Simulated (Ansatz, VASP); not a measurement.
## Sc: VASP beside Ansatz

File INCAR:

```
SYSTEM = Sc
PREC     = Accurate       ! precision mode
ENCUT    = 520            ! plane-wave cutoff, eV
EDIFF    = 1E-6           ! SCF threshold, eV
ISMEAR   = -1             ! smearing method
SIGMA    = 0.1            ! smearing width, eV
LREAL    = .FALSE.        ! projectors in reciprocal space
LASPH    = .TRUE.         ! aspherical terms in the spheres
NELM     = 80             ! most SCF steps
ALGO     = Normal         ! electronic algorithm
ISIF     = 2              ! what is computed and relaxed
LWAVE    = .FALSE.        ! write WAVECAR
LCHARG   = .FALSE.        ! write CHGCAR
NBANDS   = 12             ! bands
```

The input KPOINTS:

```
Automatic mesh
0
G
  15 15 15
  0 0 0
```

File POSCAR:

```
Sc
1.0
    0.0000000000      2.0789737397      2.0789737397
    2.0789737397      0.0000000000      2.0789737397
    2.0789737397      2.0789737397      0.0000000000
Sc
1
Direct
    0.0000000000      0.0000000000      0.0000000000
```

Input for Ansatz:

```yaml
crystal:
  lattice:
    - [0.0, 2.0789737397, 2.0789737397]
    - [2.0789737397, 0.0, 2.0789737397]
    - [2.0789737397, 2.0789737397, 0.0]
  atoms:
    - { symbol: Sc, position: [0.0, 0.0, 0.0] }
kpoints:
  mp_grid: { grid: [15, 15, 15] }
scf:
  occupations: { method: fermi_dirac, width: 0.1 }
hamiltonian:
  xc: lda
  pseudopotentials: { kind: all_electron, lapw: { basis_error: 0.001 } }
output:
  forces: true
  stress: true
  eigenvalues: true
  populations: true
```

Change from the starting cell: volume scaled by 0.8, LAPW.

Alike in both runs: task single point; functional LDA; k mesh 15 × 15 × 15; occupations fermi-dirac, width 0.1 eV; no spin polarisation.

```csv
,VASP,Ansatz
version,VASP 6.6.1,Ansatz 0.2.0
potentials or method,"VASP PAW LDA potentials, release 64 (Sc_sv)","all-electron LAPW, scalar-relativistic"
plane-wave cutoff (eV),520,see its input
```

|  | VASP | Ansatz | Ansatz less VASP |
| --- | --- | --- | --- |
| pressure (GPa) | 18.3 | 18.1 | -0.24 |

Ansatz ran all-electron here, so the differences hold the error of VASP's frozen core and of both bases.

Caveats: so large a pressure means that the cell lies far from this level's equilibrium, or that cutoff or potentials fall short (VASP).
